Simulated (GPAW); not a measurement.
# Mo (Im-3m) in GPAW: further runs

One crystal, Mo, is run at these levels: LDA, PBE, PBEsol; tasks: relaxation of cell and atoms.

All numbers are computed with GPAW 26.7.0; they aren't measurements. Logs are shortened: lines on timing, memory, paths and dates and some standing lists are left out, and cuts for length are marked. The log counts tension as positive stress, the text compression.

**1. The structure**

Symmetry: Im-3m, No. 229, cubic system. Conventional cell: a = 3.168 Å, b = 3.168 Å, c = 3.168 Å, α = 90.00°, β = 90.00°, γ = 90.00°. Mo (site symmetry m-3m) is surrounded by 8 Mo at 2.74 Å.

**2. Relaxation of cell and atoms, LDA**

run.py reads:

```python
from ase.filters import FrechetCellFilter
from ase.io import read, write
from ase.optimize import BFGS
from gpaw import GPAW, PW

atoms = read('Mo.xyz')

calc = GPAW(mode=PW(600),
            xc='LDA',
            kpts={'size': (12, 12, 12), 'gamma': True},
            occupations={'name': 'fermi-dirac', 'width': 0.05},
            nbands=16,
            convergence={'density': 1e-05, 'forces': 0.0001},
            maxiter=150,
            txt='gpaw.txt')
atoms.calc = calc
opt = BFGS(FrechetCellFilter(atoms), trajectory='relax.traj', logfile='-')
done = opt.run(fmax=0.02, steps=60)
calc.write('gs.gpw')
write('result.traj', atoms)
print('Converged:', done)
print('Cell:', atoms.cell.cellpar().round(4))
print('Volume:', round(atoms.get_volume(), 4))
print(atoms.get_scaled_positions().round(5))
```

Mo.xyz reads:

```xyz
1
Lattice="-1.5838089719 1.5838089719 1.5838089719 1.5838089719 -1.5838089719 1.5838089719 1.5838089719 1.5838089719 -1.5838089719" Properties=species:S:1:pos:R:3 pbc="T T T"
Mo     0.0000000000      0.0000000000      0.0000000000
```

Potentials or basis: the program's PAW data sets (release 1.2.1) made for this functional, pw.

The run is started by

```bash
> OMP_NUM_THREADS=1 python run.py
```

gpaw.txt:

```text
__  _  _
 | _ |_)|_||  |
 |__||  | ||/\| - 26.7.0

Input parameters:
  mode=PW(ecut=600.0),
  convergence={'density': 1e-05, 'forces': 0.0001},
  kpts=MonkhorstPack(size=(12, 12, 12), gamma=True),
  maxiter=150,
  nbands=16,
  occupations=Occupations(name='fermi-dirac', width=0.05),
  xc=XC(name='LDA')

Diagonalizing LCAO Hamiltonian
Converting LCAO to pw mode

       Mo

Atoms  # Å, Bohr magnetons
|   | symbol |        x |        y |        z |    initial magnetic moments |
|---|--------|----------|----------|----------|-----------------------------|
| 0 |     Mo | 0.000000 | 0.000000 | 0.000000 | ( 0.0000,  0.0000,  0.0000) |

Unit cell  # Å
| periodic |         x |         y |         z |  lengths |     angles |
|----------|-----------|-----------|-----------|----------|------------|
|      yes | -1.583809 |  1.583809 |  1.583809 | 2.743238 | 109.471221 |
|      yes |  1.583809 | -1.583809 |  1.583809 | 2.743238 | 109.471221 |
|      yes |  1.583809 |  1.583809 | -1.583809 | 2.743238 | 109.471221 |

Number of symmetries: 48
Symmetry operations  # r_c * U_cc + t_c -> r_c
|    | kind |            matrix            |
|----|------|------------------------------|
|  0 |  σ   |  1, 1, 1,  0, 0,-1,  0,-1, 0 |
|  1 |  C4  |  1, 1, 1,  0, 0,-1, -1, 0, 0 |
|  2 |  C2  |  1, 1, 1,  0,-1, 0,  0, 0,-1 |
|  3 |  S6  |  1, 1, 1,  0,-1, 0, -1, 0, 0 |
|  4 |  S6  |  1, 1, 1, -1, 0, 0,  0, 0,-1 |
|  5 |  C4  |  1, 1, 1, -1, 0, 0,  0,-1, 0 |
|  6 |  E   |  1, 0, 0,  0, 1, 0,  0, 0, 1 |
|  7 |  σ   |  1, 0, 0,  0, 1, 0, -1,-1,-1 |
|  8 |  σ   |  1, 0, 0,  0, 0, 1,  0, 1, 0 |
|  9 |  C3  |  1, 0, 0,  0, 0, 1, -1,-1,-1 |
| 10 |  C3  |  1, 0, 0, -1,-1,-1,  0, 1, 0 |
| 11 |  σ   |  1, 0, 0, -1,-1,-1,  0, 0, 1 |
| 12 |  σ   |  0, 1, 0,  1, 0, 0,  0, 0, 1 |
| 13 |  C2  |  0, 1, 0,  1, 0, 0, -1,-1,-1 |
| 14 |  C3  |  0, 1, 0,  0, 0, 1,  1, 0, 0 |
| 15 |  S4  |  0, 1, 0,  0, 0, 1, -1,-1,-1 |
| 16 |  S4  |  0, 1, 0, -1,-1,-1,  1, 0, 0 |
| 17 |  C3  |  0, 1, 0, -1,-1,-1,  0, 0, 1 |
| 18 |  C3  |  0, 0, 1,  1, 0, 0,  0, 1, 0 |
| 19 |  S4  |  0, 0, 1,  1, 0, 0, -1,-1,-1 |
| 20 |  σ   |  0, 0, 1,  0, 1, 0,  1, 0, 0 |
| 21 |  C3  |  0, 0, 1,  0, 1, 0, -1,-1,-1 |
| 22 |  C2  |  0, 0, 1, -1,-1,-1,  1, 0, 0 |
| 23 |  S4  |  0, 0, 1, -1,-1,-1,  0, 1, 0 |
| 24 |  C4  |  0, 0,-1,  1, 1, 1,  0,-1, 0 |
| 25 |  σ   |  0, 0,-1,  1, 1, 1, -1, 0, 0 |
| 26 |  S6  |  0, 0,-1,  0,-1, 0,  1, 1, 1 |
| 27 |  C2  |  0, 0,-1,  0,-1, 0, -1, 0, 0 |
| 28 |  C4  |  0, 0,-1, -1, 0, 0,  1, 1, 1 |
[... 159 lines left out ...]
Fermi level: 12.928
Eigenvalues  # (at kpt = [-0.000, -0.000, -0.000])
| band index |      eig [eV] | occ [0-2] |
|------------|---------------|-----------|
|          0 |       -48.186 |     2.000 |
|          1 |       -21.577 |     2.000 |
|          2 |       -21.577 |     2.000 |
|          3 |       -21.577 |     2.000 |
|          4 |         5.837 |     2.000 |
|          5 |        11.665 |     2.000 |
[... 8 lines left out ...]
|         14 |        39.013 |     0.000 |
|         15 |        42.369 |     0.000 |

No gap
No difference between direct/indirect transitions

Stress tensor  # eV/Ang^3
|         x |        y |         z |
|-----------|----------|-----------|
|  0.093770 | 0.000000 | -0.000000 |
|  0.000000 | 0.093770 |  0.000000 |
| -0.000000 | 0.000000 |  0.093770 |

Forces  # eV/Ang
|        x |       y |        z |
|----------|---------|----------|
| -0.00000 | 0.00000 | -0.00000 |  # Mo   0

Interpolating wave functions to new cell

       Mo

Atoms  # Å, Bohr magnetons
|   | symbol |         x |        y |         z |    initial magnetic moments |
|---|--------|-----------|----------|-----------|-----------------------------|
| 0 |     Mo | -0.000000 | 0.000000 | -0.000000 | ( 0.0000,  0.0000,  0.0000) |

Unit cell  # Å
| periodic |         x |         y |         z |  lengths |     angles |
|----------|-----------|-----------|-----------|----------|------------|
|      yes | -1.550449 |  1.550449 |  1.550449 | 2.685457 | 109.471221 |
|      yes |  1.550449 | -1.550449 |  1.550449 | 2.685457 | 109.471221 |
|      yes |  1.550449 |  1.550449 | -1.550449 | 2.685457 | 109.471221 |

Number of symmetries: 48
Symmetry operations  # r_c * U_cc + t_c -> r_c
|    | kind |            matrix            |
|----|------|------------------------------|
|  0 |  σ   |  1, 1, 1,  0, 0,-1,  0,-1, 0 |
|  1 |  C4  |  1, 1, 1,  0, 0,-1, -1, 0, 0 |
|  2 |  C2  |  1, 1, 1,  0,-1, 0,  0, 0,-1 |
|  3 |  S6  |  1, 1, 1,  0,-1, 0, -1, 0, 0 |
|  4 |  S6  |  1, 1, 1, -1, 0, 0,  0, 0,-1 |
|  5 |  C4  |  1, 1, 1, -1, 0, 0,  0,-1, 0 |
|  6 |  E   |  1, 0, 0,  0, 1, 0,  0, 0, 1 |
|  7 |  σ   |  1, 0, 0,  0, 1, 0, -1,-1,-1 |
|  8 |  σ   |  1, 0, 0,  0, 0, 1,  0, 1, 0 |
|  9 |  C3  |  1, 0, 0,  0, 0, 1, -1,-1,-1 |
| 10 |  C3  |  1, 0, 0, -1,-1,-1,  0, 1, 0 |
| 11 |  σ   |  1, 0, 0, -1,-1,-1,  0, 0, 1 |
| 12 |  σ   |  0, 1, 0,  1, 0, 0,  0, 0, 1 |
| 13 |  C2  |  0, 1, 0,  1, 0, 0, -1,-1,-1 |
| 14 |  C3  |  0, 1, 0,  0, 0, 1,  1, 0, 0 |
| 15 |  S4  |  0, 1, 0,  0, 0, 1, -1,-1,-1 |
| 16 |  S4  |  0, 1, 0, -1,-1,-1,  1, 0, 0 |
| 17 |  C3  |  0, 1, 0, -1,-1,-1,  0, 0, 1 |
| 18 |  C3  |  0, 0, 1,  1, 0, 0,  0, 1, 0 |
| 19 |  S4  |  0, 0, 1,  1, 0, 0, -1,-1,-1 |
| 20 |  σ   |  0, 0, 1,  0, 1, 0,  1, 0, 0 |
| 21 |  C3  |  0, 0, 1,  0, 1, 0, -1,-1,-1 |
| 22 |  C2  |  0, 0, 1, -1,-1,-1,  1, 0, 0 |
| 23 |  S4  |  0, 0, 1, -1,-1,-1,  0, 1, 0 |
| 24 |  C4  |  0, 0,-1,  1, 1, 1,  0,-1, 0 |
| 25 |  σ   |  0, 0,-1,  1, 1, 1, -1, 0, 0 |
| 26 |  S6  |  0, 0,-1,  0,-1, 0,  1, 1, 1 |
| 27 |  C2  |  0, 0,-1,  0,-1, 0, -1, 0, 0 |
| 28 |  C4  |  0, 0,-1, -1, 0, 0,  1, 1, 1 |
[... 159 lines left out ...]
Fermi level: 14.016
Eigenvalues  # (at kpt = [-0.000, -0.000, -0.000])
| band index |      eig [eV] | occ [0-2] |
|------------|---------------|-----------|
|          0 |       -47.112 |     2.000 |
|          1 |       -20.349 |     2.000 |
|          2 |       -20.349 |     2.000 |
|          3 |       -20.349 |     2.000 |
|          4 |         6.732 |     2.000 |
|          5 |        12.633 |     2.000 |
[... 8 lines left out ...]
|         14 |        41.058 |     0.000 |
|         15 |        44.928 |     0.000 |

No gap
No difference between direct/indirect transitions

Stress tensor  # eV/Ang^3
|         x |         y |         z |
|-----------|-----------|-----------|
| -0.011140 | -0.000000 | -0.000000 |
| -0.000000 | -0.011140 | -0.000000 |
| -0.000000 | -0.000000 | -0.011140 |

Forces  # eV/Ang
|       x |       y |       z |
|---------|---------|---------|
| 0.00000 | 0.00000 | 0.00000 |  # Mo   0

Interpolating wave functions to new cell

       Mo

Atoms  # Å, Bohr magnetons
|   | symbol |         x |         y |        z |    initial magnetic moments |
|---|--------|-----------|-----------|----------|-----------------------------|
| 0 |     Mo | -0.000000 | -0.000000 | 0.000000 | ( 0.0000,  0.0000,  0.0000) |

Unit cell  # Å
| periodic |         x |         y |         z |  lengths |     angles |
|----------|-----------|-----------|-----------|----------|------------|
|      yes | -1.553763 |  1.553763 |  1.553763 | 2.691196 | 109.471221 |
|      yes |  1.553763 | -1.553763 |  1.553763 | 2.691196 | 109.471221 |
|      yes |  1.553763 |  1.553763 | -1.553763 | 2.691196 | 109.471221 |

Number of symmetries: 48
Symmetry operations  # r_c * U_cc + t_c -> r_c
|    | kind |            matrix            |
|----|------|------------------------------|
|  0 |  σ   |  1, 1, 1,  0, 0,-1,  0,-1, 0 |
|  1 |  C4  |  1, 1, 1,  0, 0,-1, -1, 0, 0 |
|  2 |  C2  |  1, 1, 1,  0,-1, 0,  0, 0,-1 |
|  3 |  S6  |  1, 1, 1,  0,-1, 0, -1, 0, 0 |
|  4 |  S6  |  1, 1, 1, -1, 0, 0,  0, 0,-1 |
|  5 |  C4  |  1, 1, 1, -1, 0, 0,  0,-1, 0 |
|  6 |  E   |  1, 0, 0,  0, 1, 0,  0, 0, 1 |
|  7 |  σ   |  1, 0, 0,  0, 1, 0, -1,-1,-1 |
|  8 |  σ   |  1, 0, 0,  0, 0, 1,  0, 1, 0 |
|  9 |  C3  |  1, 0, 0,  0, 0, 1, -1,-1,-1 |
| 10 |  C3  |  1, 0, 0, -1,-1,-1,  0, 1, 0 |
| 11 |  σ   |  1, 0, 0, -1,-1,-1,  0, 0, 1 |
| 12 |  σ   |  0, 1, 0,  1, 0, 0,  0, 0, 1 |
| 13 |  C2  |  0, 1, 0,  1, 0, 0, -1,-1,-1 |
| 14 |  C3  |  0, 1, 0,  0, 0, 1,  1, 0, 0 |
| 15 |  S4  |  0, 1, 0,  0, 0, 1, -1,-1,-1 |
| 16 |  S4  |  0, 1, 0, -1,-1,-1,  1, 0, 0 |
| 17 |  C3  |  0, 1, 0, -1,-1,-1,  0, 0, 1 |
| 18 |  C3  |  0, 0, 1,  1, 0, 0,  0, 1, 0 |
| 19 |  S4  |  0, 0, 1,  1, 0, 0, -1,-1,-1 |
| 20 |  σ   |  0, 0, 1,  0, 1, 0,  1, 0, 0 |
| 21 |  C3  |  0, 0, 1,  0, 1, 0, -1,-1,-1 |
| 22 |  C2  |  0, 0, 1, -1,-1,-1,  1, 0, 0 |
| 23 |  S4  |  0, 0, 1, -1,-1,-1,  0, 1, 0 |
| 24 |  C4  |  0, 0,-1,  1, 1, 1,  0,-1, 0 |
| 25 |  σ   |  0, 0,-1,  1, 1, 1, -1, 0, 0 |
| 26 |  S6  |  0, 0,-1,  0,-1, 0,  1, 1, 1 |
| 27 |  C2  |  0, 0,-1,  0,-1, 0, -1, 0, 0 |
| 28 |  C4  |  0, 0,-1, -1, 0, 0,  1, 1, 1 |
[... 158 lines left out ...]
Fermi level: 13.904
Eigenvalues  # (at kpt = [-0.000, -0.000, -0.000])
| band index |      eig [eV] | occ [0-2] |
|------------|---------------|-----------|
|          0 |       -47.221 |     2.000 |
|          1 |       -20.475 |     2.000 |
|          2 |       -20.475 |     2.000 |
|          3 |       -20.475 |     2.000 |
|          4 |         6.638 |     2.000 |
|          5 |        12.534 |     2.000 |
[... 8 lines left out ...]
|         14 |        40.848 |     0.000 |
|         15 |        44.666 |     0.000 |

No gap
No difference between direct/indirect transitions

Stress tensor  # eV/Ang^3
|         x |         y |         z |
|-----------|-----------|-----------|
|  0.000740 | -0.000000 | -0.000000 |
| -0.000000 |  0.000740 | -0.000000 |
| -0.000000 | -0.000000 |  0.000740 |

Forces  # eV/Ang
|        x |       y |        z |
|----------|---------|----------|
| -0.00000 | 0.00000 | -0.00000 |  # Mo   0

# Writing to gs.gpw (mode='')
```

Wall time 21 s (1 thread of Arm Neoverse V2, shared host); peak memory 0.17 GiB.

What came out:

```
Free energy                            : -12.5455 eV
Relaxed volume                         : 15.00 Å³/atom
Relaxed cell                           : a = 2.691 Å, b = 2.691 Å, c = 2.691 Å, α = 109.47°, β = 109.47°, γ = 109.47°
Space group after relaxing (to 0.05 Å) : Im-3m (No. 229)
Energy gained by relaxing              : 43.6 meV/atom
Ionic steps                            : 3
Pressure after relaxing                : -0.1 GPa
Band gap on the k mesh                 : none (metal or under the smearing width)
```

The path:
```tsv
step	energy change (eV)	largest force (eV/Å)	pressure (GPa)	volume (Å³)
1	0.0000	0.0000	-15.02	15.89
2	-0.0431	0.0000	1.78	14.91
3	-0.0436	0.0000	-0.12	15.00
```

Final structure:
```yaml
crystal:
  lattice:
    - [-1.55376, 1.55376, 1.55376]
    - [1.55376, -1.55376, 1.55376]
    - [1.55376, 1.55376, -1.55376]
  atoms:
    - { symbol: Mo, position: [0.00000, 0.00000, 0.00000] }
```

Caveat: later steps reuse the first step's grids.

**3. Relaxation of cell and atoms, PBE**

run.py, as its differences from that of step 2:

```diff
@@ -8,3 +8,3 @@
 calc = GPAW(mode=PW(600),
-            xc='LDA',
+            xc='PBE',
             kpts={'size': (12, 12, 12), 'gamma': True},
```

Mo.xyz is that of step 2.

Potentials or basis: GPAW PAW data sets (gpaw-data 1.2.1), pw.

The run is started by

```bash
> OMP_NUM_THREADS=1 python run.py
```

It took 16 s on 1 thread of Arm Neoverse V2, shared host; peak memory 0.15 GiB.

Results (log left out):

| Quantity | Value |
| --- | --- |
| Free energy | -11.2785 eV |
| Relaxed volume | 15.74 Å³/atom |
| Relaxed cell | a = 2.735 Å, b = 2.735 Å, c = 2.735 Å, α = 109.47°, β = 109.47°, γ = 109.47° |
| Space group after relaxing (to 0.05 Å) | Im-3m (No. 229) |
| Energy gained by relaxing | 0.9 meV/atom |
| Ionic steps | 2 |
| Pressure after relaxing | 0.2 GPa |
| Band gap on the k mesh | none (metal or under the smearing width) |

The path:
```csv
step,energy change (eV),largest force (eV/Å),pressure (GPa),volume (Å³)
1,0.0000,0.0000,-2.22,15.89
2,-0.0009,0.0000,0.19,15.74
```

Final structure:
```
Mo
1.0
    -1.57883    1.57883    1.57883
     1.57883   -1.57883    1.57883
     1.57883    1.57883   -1.57883
Mo
1
Direct
  0.00000 0.00000 0.00000
```

Levels at points of the mesh, in eV from the Fermi level:
| k point | band 3 | band 4 | band 5 | band 6 | band 7 | band 8 | band 9 | band 10 | band 11 | band 12 |
| --- | --- | --- | --- | --- | --- | --- | --- | --- | --- | --- |
| (0.00, 0.00, 0.00) | -34.60 | -34.60 | -7.10 | -1.28 | -1.28 | -1.28 | 1.66 | 1.66 | 15.18 | 15.18 |
| (0.50, 0.50, 0.00) | -35.03 | -34.61 | -5.15 | -3.26 | 1.64 | 1.69 | 2.30 | 4.69 | 11.55 | 12.18 |
| (0.50, 0.50, 0.50) | -35.53 | -35.53 | -5.26 | -5.26 | 3.95 | 3.95 | 3.95 | 9.11 | 9.11 | 9.11 |

Caveat: later steps reuse the first step's grids.

**4. Relaxation of cell and atoms, PBEsol**

run.py, as its differences from that of step 3:

```diff
@@ -3,8 +3,10 @@
 from ase.optimize import BFGS
-from gpaw import GPAW, PW
+from gpaw import GPAW, PW, setup_paths
 
-atoms = read('Mo.xyz')
+setup_paths.insert(0, '.')
+
+atoms = read('POSCAR')
 
 calc = GPAW(mode=PW(600),
-            xc='PBE',
+            xc='PBEsol',
             kpts={'size': (12, 12, 12), 'gamma': True},
```

POSCAR reads:

```
Mo
1.0
   -1.5838089719      1.5838089719      1.5838089719
    1.5838089719     -1.5838089719      1.5838089719
    1.5838089719      1.5838089719     -1.5838089719
Mo
1
Direct
    0.0000000000      0.0000000000      0.0000000000
```

Potentials or basis: PAW data sets generated in the run's folder for this functional, pw.

The run is started by

```bash
> gpaw-setup -f PBEsol Mo
> OMP_NUM_THREADS=1 python run.py
```

It took 23 s on 1 thread of Arm Neoverse V2, shared host; peak memory 0.17 GiB.

The run converged. Its results:

- Free energy: -12.1130 eV
- Relaxed volume: 15.29 Å³/atom
- Relaxed cell: a = 2.708 Å, b = 2.708 Å, c = 2.708 Å, α = 109.47°, β = 109.47°, γ = 109.47°
- Space group after relaxing (to 0.05 Å): Im-3m (No. 229)
- Energy gained by relaxing: 19.1 meV/atom
- Ionic steps: 3
- Pressure after relaxing: 0.0 GPa
- Band gap on the k mesh: none (metal or under the smearing width)

The path:
| step | energy change (eV) | largest force (eV/Å) | pressure (GPa) | volume (Å³) |
| --- | --- | --- | --- | --- |
| 1 | 0.0000 | 0.0000 | -9.96 | 15.89 |
| 2 | -0.0189 | 0.0000 | 1.08 | 15.23 |
| 3 | -0.0191 | 0.0000 | -0.05 | 15.29 |

Final structure:
```yaml
crystal:
  lattice:
    - [-1.56368, 1.56368, 1.56368]
    - [1.56368, -1.56368, 1.56368]
    - [1.56368, 1.56368, -1.56368]
  atoms:
    - { symbol: Mo, position: [0.00000, 0.00000, 0.00000] }
```

Levels at points of the mesh, in eV from the Fermi level:
```csv
k point,band 5,band 6,band 7,band 8,band 9,band 10
"(0.00, 0.00, 0.00)",-7.22,-1.32,-1.32,-1.32,1.71,1.71
"(0.50, 0.50, 0.00)",-5.34,-3.40,1.74,1.77,2.39,4.95
"(0.50, 0.50, 0.50)",-5.50,-5.50,4.16,4.16,4.16,9.31
```

Caveat: later steps reuse the first step's grids.

**5. The runs side by side**

```csv
level,potentials or basis,gap on the mesh (eV),pressure (GPa),relaxed volume (Å³/atom)
LDA,"the program's PAW data sets (release 1.2.1) made for this functional, pw",none,-0.1,15.00
PBE,"GPAW PAW data sets (gpaw-data 1.2.1), pw",none,0.2,15.74
PBEsol,"PAW data sets generated in the run's folder for this functional, pw",none,0.0,15.29
```

Alike in all rows: task relaxation of cell and atoms; no spin polarisation; cell relaxed; k mesh 12 × 12 × 12; cutoff (eV) 600; smearing fermi-dirac 0.05 eV.

Caveats: later steps reuse the first step's grids.

Total energies depend on the potentials used, so only differences within one code and one set of settings carry meaning.
